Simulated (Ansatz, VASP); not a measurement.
## LiH: VASP beside Ansatz

Contents of POSCAR:

```
LiH
1.0
    3.2558297825      0.0000000000      0.0000000000
   -1.6279148912      2.8196313020      0.0000000000
    0.0000000000      0.0000000000      4.0684420372
Li H
2 2
Direct
    0.3333333333      0.6666666667     -0.0625093473
    0.6666666667      0.3333333333      0.4374906527
    0.3333333333      0.6666666667      0.4375093473
    0.6666666667      0.3333333333      0.9375093473
```

File INCAR.step1:

```
ALGO     = Normal         # electronic algorithm
EDIFF    = 1E-4           # SCF threshold, eV
ENCUT    = 520            # plane-wave cutoff, eV
GGA      = PE             # functional
ISMEAR   = 0              # smearing method
LASPH    = True           # aspherical terms in the spheres
LCHARG   = False          # write CHGCAR
LREAL    = False          # projectors in reciprocal space
LWAVE    = True           # write WAVECAR
NBANDS   = 12             # bands
NELM     = 100            # most SCF steps
PREC     = Accurate       # precision mode
SIGMA    = 0.01           # smearing width, eV
```

INCAR.step2

```
ALGO     = Normal         # electronic algorithm
EDIFF    = 1E-6           # SCF threshold, eV
ENCUT    = 520            # plane-wave cutoff, eV
ISIF     = 2              # what is computed and relaxed
ISMEAR   = 0              # smearing method
ISTART   = 1            
LASPH    = True           # aspherical terms in the spheres
LCHARG   = False          # write CHGCAR
LMIXTAU  = True         
LREAL    = False          # projectors in reciprocal space
LWAVE    = False          # write WAVECAR
METAGGA  = R2SCAN         # meta-GGA
NBANDS   = 12             # bands
NELM     = 100            # most SCF steps
PREC     = Accurate       # precision mode
SIGMA    = 0.01           # smearing width, eV
```

Contents of KPOINTS:

```
k-points
0
Gamma
  9 9 6
```

Input for Ansatz:

```yaml
crystal:
  lattice:
    - [3.2558297825, 0.0, 0.0]
    - [-1.6279148912, 2.819631302, 0.0]
    - [0.0, 0.0, 4.0684420372]
  atoms:
    - { symbol: Li, position: [0.3333333333, 0.6666666667, -0.0625093473] }
    - { symbol: Li, position: [0.6666666667, 0.3333333333, 0.4374906527] }
    - { symbol: H, position: [0.3333333333, 0.6666666667, 0.4375093473] }
    - { symbol: H, position: [0.6666666667, 0.3333333333, 0.9375093473] }
kpoints:
  mp_grid: { grid: [9, 9, 6] }
hamiltonian:
  xc: r2scan
scf:
  occupations: { method: fixed }
  n_extra_bands: 5
output:
  forces: true
  stress: true
  eigenvalues: true
```

Alike in both runs: task single point; functional r2SCAN; k mesh 9 × 9 × 6; no spin polarisation.

|  | VASP | Ansatz |
| --- | --- | --- |
| version | VASP 6.6.1 | Ansatz 0.2.0 |
| potentials or method | VASP PAW PBE potentials, release 64 (Li_sv, H) | plane waves, PAW |
| plane-wave cutoff (eV) | 520 | 500 |
| occupations | gaussian, width 0.01 eV | fixed |
| valence electrons in the cell | 8 | 8 |

|  | VASP | Ansatz | Ansatz less VASP |
| --- | --- | --- | --- |
| gap on the k mesh at the Fermi level (eV) | 2.30 | 2.34 | +0.043 |
| rms of the force components (eV/Å) | 0.019 | 0.000 | -0.0194 |

Atom by atom the forces differ by 0.019 eV/Å (rms over components). Ansatz warned: «structure_snapped_to_symmetry».

Caveats: the PAW data sets were made with another functional, which shifts forces and pressure a little (VASP); an odd mesh through Γ misses points on the zone boundary, where band edges often lie.
